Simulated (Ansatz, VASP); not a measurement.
**B2Ru in two plane-wave programs**

Aim: how closely do two programs agree when they are given the same cell, functional and k mesh? The structure shown comes from an earlier Ansatz run, which isn't shown and may have moved the atoms alone.

Calculated with Ansatz 0.2.0; plane waves, with VASP 6.6.1 beside it; elastic constants at LDA.

### 1. The structure

The structure is orthorhombic, space group Pmmn (No. 59). The conventional cell has a = 2.807 Å, b = 4.622 Å, c = 4.001 Å, α = 90.00°, β = 90.00°, γ = 90.00°. B has 3 B at 1.79 to 1.86 Å and 4 Ru at 2.14 to 2.24 Å nearest. Nearest to Ru lie 8 B at 2.14 to 2.24 Å. Farther neighbours are not listed.

### 2. Ansatz: elastic constants, LDA

Ansatz runs on its default PAW (the set named soft_2) files.

Elastic constants are differences of stresses under small strains, so they test the stress and the mesh.

The input, input.yaml:

```yaml
crystal:
  lattice:
    - [2.807206642, 0.0, 0.0]
    - [0.0, 4.6218550876, 0.0]
    - [0.0, 0.0, 4.0010921625]
  atoms:
    - { symbol: B, position: [0.0, 0.8059829979, 0.3628632353] }
    - { symbol: B, position: [0.0, 0.1940170021, 0.3628632353] }
    - { symbol: B, position: [0.5, 0.3059829979, 0.6371367647] }
    - { symbol: B, position: [0.5, 0.6940170021, 0.6371367647] }
    - { symbol: Ru, position: [0.0, 0.0, 0.8490701673] }
    - { symbol: Ru, position: [0.5, 0.5, 0.1509298327] }
kpoints:
  mp_grid: { grid: [4, 4, 4] }
hamiltonian:
  xc: lda
scf:
  occupations: { method: methfessel_paxton, width: 0.25 }
output:
  forces: true
  stress: true
  eigenvalues: true
elastic:
  mode: relaxed_ion
  stencil: two_point
  amplitude: 0.01
```

Started as:

```
ansatz run input.yaml --threads 4 --pin off --max-ram 16384MiB --backend cpu --events-out ev --progress --plain --runs-dir out
```

Numbers of over 12 decimals in the logs are rounded to 6 here.

Log:

```text
Engine: ansatz 0.2.0, x86_64-unknown-linux-gnu
Pseudopotentials: kind: paw
Pseudopotential: B, paw, valence charge 3, recommended cutoff 420 eV (normal), B.paw.azcp
Pseudopotential: Ru, paw, valence charge 16, recommended cutoff 420 eV (normal), Ru.paw.azcp
Functional definition: SPW92
  exchange = slater_x
  correlation = pw_c
Crystal: 6 atoms, lattice volume = 51.912 Å³
Basis set: ecut = 420 eV, 1003 PW (Γ)
Bands: 28, of which v1, the nominal top of the filled ones, is band 22 counted from 1 (21 counted from 0)
Symmetry: 8 space group operations
Space group: Pmmn (ITA 59), of the structure as read, at distance tolerance 3.7e-5 Å
k-points: 27 of 64
Non-local potential: B, projectors of the file, l = 0: 2, l = 1: 2, l = 2: 1
Non-local potential: Ru, projectors of the file, l = 0: 3, l = 1: 2, l = 2: 2, l = 3: 1
PAW form: soft (Blöchl's): semilocal exchange-correlation on the pseudo side does not see the compensation charge
PAW frozen core: B, regenerated for the run's functional, and the local potential with it (the file was generated under x = pbe(κ = 0.804, μ = 0.219515), c = pbe(β = 0.066725))
PAW frozen core: Ru, regenerated for the run's functional, and the local potential with it (the file was generated under x = pbe(κ = 0.804, μ = 0.219515), c = pbe(β = 0.066725))
PAW one-centre angular grid: B, 110 points (default); XC on 64 Gauss nodes
PAW one-centre angular grid: Ru, 590 points (default); XC on 64 Gauss nodes
Initial density: superposition of atomic densities (neutral atoms: chi_scale 0, normalization atom), corrected by the library's trained network
Initial wavefunctions: pseudopotential atomic-orbital guess
Functional: x = slater, c = lda
SCF iter   1: F=—  HF=-12117.571571 eV  |F-HF|=—  |Δ(HF+E_count)|=         —  Δρ=7.49e-3  dr2=8.29e-3  ethr=1.77e-3  ⟨swp⟩=5.1  Hψ=3057  notcnv=0
preconditioner: auto → Kerker (q_TF=auto, 2.654 Å⁻¹)  [metal: Δε(μ)=0.153 eV  Ē_g=8.602 eV  σ=0.250 eV  W_gap=0.48  n_scr=14 (ndim 8)  ℏωp=27.3 eV  f_vac=0.000  D(μ)=1.24/eV (n_scr^D=8)]
SCF iter   2: F=—  HF=-12117.570753 eV  |F-HF|=—  |Δ(HF+E_count)|=   8.17e-4  S|Δr|=    0.00e0  Δρ=4.04e-3  dr2=2.57e-3  ethr=1.88e-5  ⟨swp⟩=1.9  Hψ=1180  notcnv=0
SCF iter   3: F=—  HF=-12117.570277 eV  |F-HF|=—  |Δ(HF+E_count)|=   4.76e-4  S|Δr|=    0.00e0  Δρ=3.84e-4  dr2=8.34e-5  ethr=5.84e-6  ⟨swp⟩=2.3  Hψ=1267  notcnv=0
SCF iter   4: F=—  HF=-12117.570260 eV  |F-HF|=—  |Δ(HF+E_count)|=   1.78e-5  S|Δr|=    0.00e0  Δρ=9.29e-5  dr2=5.17e-6  ethr=1.90e-7  ⟨swp⟩=2.3  Hψ=1066  notcnv=0
SCF iter   5: F=—  HF=-12117.570263 eV  |F-HF|=—  |Δ(HF+E_count)|=   2.94e-6  S|Δr|=    0.00e0  Δρ=2.69e-5  dr2=2.70e-7  ethr=1.17e-8  ⟨swp⟩=2.3  Hψ=1069  notcnv=0
SCF iter   6: F=—  HF=-12117.570260 eV  |F-HF|=—  |Δ(HF+E_count)|=   3.00e-6  S|Δr|=    0.00e0  Δρ=7.34e-6  dr2=3.37e-8  ethr=6.15e-10  ⟨swp⟩=2.0  Hψ=1244  notcnv=0
SCF iter   7: F=—  HF=-12117.570260 eV  |F-HF|=—  |Δ(HF+E_count)|=   5.27e-9  S|Δr|=    0.00e0  Δρ=1.65e-6  dr2=1.44e-9  ethr=7.66e-11  ⟨swp⟩=2.3  Hψ=1113  notcnv=0
SCF iter   8: F=—  HF=-12117.570260 eV  |F-HF|=—  |Δ(HF+E_count)|=  3.11e-10  S|Δr|=    0.00e0  Δρ=4.27e-7  dr2=5.70e-11  ethr=3.28e-12  ⟨swp⟩=2.0  Hψ=1154  notcnv=0
SCF iter   9: F=—  HF=-12117.570260 eV  |F-HF|=—  |Δ(HF+E_count)|=  1.09e-11  S|Δr|=    0.00e0  Δρ=1.23e-7  dr2=4.88e-12  ethr=1.30e-13 (applied; sched 1.00e-12)  ⟨swp⟩=2.6  Hψ=1329  notcnv=0
SCF iter  10: F=—  HF=-12117.570260 eV  |F-HF|=—  |Δ(HF+E_count)|=    0.00e0  S|Δr|=    0.00e0  Δρ=1.82e-8  dr2=1.14e-13  ethr=1.11e-14 (applied; sched 1.00e-12)  ⟨swp⟩=2.4  Hψ=1156  notcnv=0  defer=11
SCF iter  11: F=-12117.570260 eV  HF=-12117.570260 eV  |F-HF|=0.00e0  |Δ(HF+E_count)|=  1.82e-12  S|Δr|=    0.00e0  Δρ=4.04e-9  dr2=4.22e-15  ethr=1.00e-12  ⟨swp⟩=5.5  Hψ=2827  notcnv=0
SCF 1 converged in 11 iterations: F = -12117.570260 eV  dr2 = 4.22e-15
  greatest PAW one-centre occupation: 0.999 electrons in one spin orbital (limit 2), on the Ru atom at site 5 (counted from 0), in its partial waves of l = 0
relax step   1: F+E_penalty+E_count = -12117.57025959 eV  Δ(F+E_penalty+E_count) = +0.000e0 eV  max|allowed force component| = 1.784e-4 eV/Å  Δτ_max = 0.0000 Å  (11 SCF iters, accepted)
Initial density: handed on by an earlier stage of this run
Initial wavefunctions: pseudopotential atomic-orbital guess (no wavefunctions were taken with the density)
iter 1 solved again at ethr=8.93e-8 eV; its pass at ethr=3.10e-3 eV (dr2=3.93e-5 eV) is discarded
SCF iter   1: F=—  HF=-12117.570263 eV  |F-HF|=—  |Δ(HF+E_count)|=         —  Δρ=1.19e-5  dr2=7.14e-8  ethr=8.93e-8  ⟨swp⟩=3.4  Hψ=5248  notcnv=0
preconditioner: auto → Kerker (q_TF=auto, 2.654 Å⁻¹)  [metal: Δε(μ)=0.150 eV  Ē_g=8.601 eV  σ=0.250 eV  W_gap=0.47  n_scr=14 (ndim 8)  ℏωp=27.3 eV  f_vac=0.000  D(μ)=1.27/eV (n_scr^D=8)]
[...]
SCF iter   2: F=—  HF=-12117.566862 eV  |F-HF|=—  |Δ(HF+E_count)|=  4.49e-10  S|Δr|=    0.00e0  Δρ=1.01e-6  dr2=1.07e-9  ethr=7.05e-12  ⟨swp⟩=1.0  Hψ=1080  notcnv=0
SCF iter   3: F=—  HF=-12117.566862 eV  |F-HF|=—  |Δ(HF+E_count)|=  2.64e-10  S|Δr|=    0.00e0  Δρ=1.10e-7  dr2=1.12e-11  ethr=2.44e-12  ⟨swp⟩=2.2  Hψ=1169  notcnv=0
[...]
E_xc         = -511.358227
  E_vxc        = -635.788694  (∫ρ·V_xc dr)
  E_paw        = -6972.801519  (= ΣΔE_a)
  E_vpaw       = -461.370588  (= ΣTr[D̂ρ^β])
  E_aug_tail   = -0.000508  (compensation charges beyond the density's cutoff)
  E_ewald      = -4411.440376
  E_core_change = 1.326707  (= ΣΔE_core)
  E_smearing   = 0.003363  (= −TS)
  E_closure    = 0.000000  (closes the sum)
  Σ components = -12117.570260   (vs F -12117.570260, Δ=0.00e0)
--- Forces (eV/Å), atoms counted from 1 ---
  atom   1  B      0.00000000     0.00000205    -0.00001321
  atom   2  B      0.00000000    -0.00000205    -0.00001321
  atom   3  B      0.00000000     0.00000205     0.00001321
  atom   4  B      0.00000000    -0.00000205     0.00001321
  atom   5  Ru     0.00000000     0.00000000     0.00004203
  atom   6  Ru     0.00000000     0.00000000    -0.00004203
  max |Σ_I F_I| component: 3.47e-18 eV/Å
--- Stress (GPa, compression-positive) ---
       -0.001142       0.000000       0.000000
        0.000000      -0.000230       0.000000
        0.000000       0.000000      -0.003322
  P = ⅓ Tr σ = -0.0016 GPa (-0.016 kbar)
--- Band table (eV; the first three rows and the last of 27) ---
  k-point 0: bands = [... 18 lower, 14.9979, 15.8680, 16.4315, 17.0385, 18.2989, 20.0920, 22.3002, 22.5054, ... 2 higher]
  k-point 1: bands = [... 18 lower, 14.5093, 16.0164, 16.4401, 16.5466, 18.9671, 19.5432, 21.0496, 22.4309, ... 2 higher]
  k-point 2: bands = [... 18 lower, 15.4754, 15.7322, 16.2259, 16.3272, 17.5383, 18.9579, 21.1859, 22.3723, ... 2 higher]
  k-point 26: bands = [... 18 lower, 14.8860, 14.8860, 15.7027, 15.7027, 19.2614, 19.2614, 19.2800, 19.2800, ... 2 higher]
--- Elastic constants: 6 strain directions × 2 members + reference (group order 8) ---
  dense FFT box of the reference and of every strained cell: 20×32×30
  strains applied: 11, 22, 33, 23, 13, 12; error gains: componentwise 1.00 (the most a stress slope's error grows in a printed constant), spectral 1.00 (1 for all six strains in a standard setting)
  reference relaxed by the batch: 3 steps; max|allowed force component| 1.78e-4 eV/Å at the deck's positions, 4.20e-5 at the last accepted step, 4.20e-5 by the solve of record
  largest displacement 1.1e-5 Å; the constants are those of the deck's cell at these positions:
  atoms:
    - { symbol: B, position: [0, 0.805985, 0.362865] }
    - { symbol: B, position: [0, 0.194015, 0.362865] }
    - { symbol: B, position: [0.5, 0.305985, 0.637135] }
    - { symbol: B, position: [0.5, 0.694015, 0.637135] }
    - { symbol: Ru, position: [0, 0, 0.849071] }
    - { symbol: Ru, position: [0.5, 0.5, 0.150929] }
  C = ∂σ_k/∂η_j (tension-positive GPa; Voigt order 11 22 33 23 13 12):
       530.862    191.181    138.359      0.000      0.000      0.000
       190.464    578.054    169.726      0.000      0.000      0.000
       138.325    169.422    776.201      0.000      0.000      0.000
         0.000      0.000      0.000    246.419      0.000      0.000
         0.000      0.000      0.000      0.000    107.666      0.000
         0.000      0.000      0.000      0.000      0.000    208.411
  reference stress σ⁰ (GPa):      0.001      0.000      0.003     -0.000     -0.000     -0.000
  C* (energy form; C + prestress term) asymmetry max|C*_kj − C*_jk| = 7.184e-1 GPa — a small one proves nothing (zero by symmetry where the batch's group is 432, −43m or m−3m); a large one is finite-difference/SCF noise where every solve meets its electron count
  moduli (Voigt/Reuss/Hill, GPa): K = 320.29/314.87/317.58   G = 204.92/183.29/194.11   E = 483.76   ν = 0.246
  mechanically stable: yes (min eigenvalue of sym C = 107.67 GPa)
  strain η (Voigt 11):  stress-route row diagonal C_11 = 530.86 GPa, energy-path curvature d²(F+E_count+ΔE)/dδ²/Ω₀ = 530.98 GPa
         δ    σ_11 (GPa)             F (eV)   n_scf  n_hpsi   n_pw
    -1.000e-2      -5.5306      -12117.5614699       2    6468   1024   relax 5 steps, max|allowed force component| 1.28e-5 eV/Å
     1.000e-2       5.0866      -12117.5617571       2    6413   1042   relax 4 steps, max|allowed force component| 4.27e-6 eV/Å
  strain η (Voigt 22):  stress-route row diagonal C_22 = 578.05 GPa, energy-path curvature d²(F+E_count+ΔE)/dδ²/Ω₀ = 577.45 GPa
         δ    σ_22 (GPa)             F (eV)   n_scf  n_hpsi   n_pw
    -1.000e-2      -5.9018      -12117.5608444       2    6500   1028   relax 4 steps, max|allowed force component| 3.13e-5 eV/Å
     1.000e-2       5.6593      -12117.5610649       2    6439   1042   relax 4 steps, max|allowed force component| 8.83e-6 eV/Å
  strain η (Voigt 33):  stress-route row diagonal C_33 = 776.20 GPa, energy-path curvature d²(F+E_count+ΔE)/dδ²/Ω₀ = 775.89 GPa
         δ    σ_33 (GPa)             F (eV)   n_scf  n_hpsi   n_pw
    -1.000e-2      -8.0477      -12117.5574900       2    6442   1028   relax 5 steps, max|allowed force component| 5.08e-7 eV/Å
     1.000e-2       7.4763      -12117.5579893       2    6411   1040   relax 4 steps, max|allowed force component| 3.75e-5 eV/Å
  strain η (Voigt 23):  stress-route row diagonal C_44 = 246.42 GPa, energy-path curvature d²(F+E_count+ΔE)/dδ²/Ω₀ = 246.33 GPa
         δ    σ_23 (GPa)             F (eV)   n_scf  n_hpsi   n_pw
    -1.000e-2      -2.4642      -12117.5663122       2    7163   1032   relax 5 steps, max|allowed force component| 1.08e-5 eV/Å
     1.000e-2       2.4642      -12117.5663122       2    7216   1032   relax 5 steps, max|allowed force component| 1.37e-5 eV/Å
  strain η (Voigt 13):  stress-route row diagonal C_55 = 107.67 GPa, energy-path curvature d²(F+E_count+ΔE)/dδ²/Ω₀ = 107.83 GPa
         δ    σ_13 (GPa)             F (eV)   n_scf  n_hpsi   n_pw
    -1.000e-2      -1.0767      -12117.5684896       2    7223   1034   relax 6 steps, max|allowed force component| 1.99e-5 eV/Å
     1.000e-2       1.0767      -12117.5684896       2    7222   1034   relax 4 steps, max|allowed force component| 1.92e-5 eV/Å
  strain η (Voigt 12):  stress-route row diagonal C_66 = 208.41 GPa, energy-path curvature d²(F+E_count+ΔE)/dδ²/Ω₀ = 208.40 GPa
         δ    σ_12 (GPa)             F (eV)   n_scf  n_hpsi   n_pw
    -1.000e-2      -2.0841      -12117.5668622       2    7184   1032   relax 5 steps, max|allowed force component| 8.85e-6 eV/Å
     1.000e-2       2.0841      -12117.5668622       2    7169   1032   relax 4 steps, max|allowed force component| 5.89e-6 eV/Å
[key lines of the parts left out:]
SCF converged after 10 iterations
Free energy (F): -12117.570260 eV
Fermi energy:    18.251637 eV
```

The column dr2 measures how far the density is from self-consistency, as an energy; F and HF (Harris–Foulkes) agree once it is small.

[end of part 1 of 2]

[Lines on the potential files, build, host, timing and source positions are cut from VASP's logs without a mark.]

[Logs are printed without paths, hosts, clocks, repeated set-up lines and the standing remarks that a program may print on its own settings, such as how far it seeks lower states.]

[Hosts, paths, dates, database ids (printed as entryN), source tags and the programs' standing remarks are cut or masked in the printed files.]
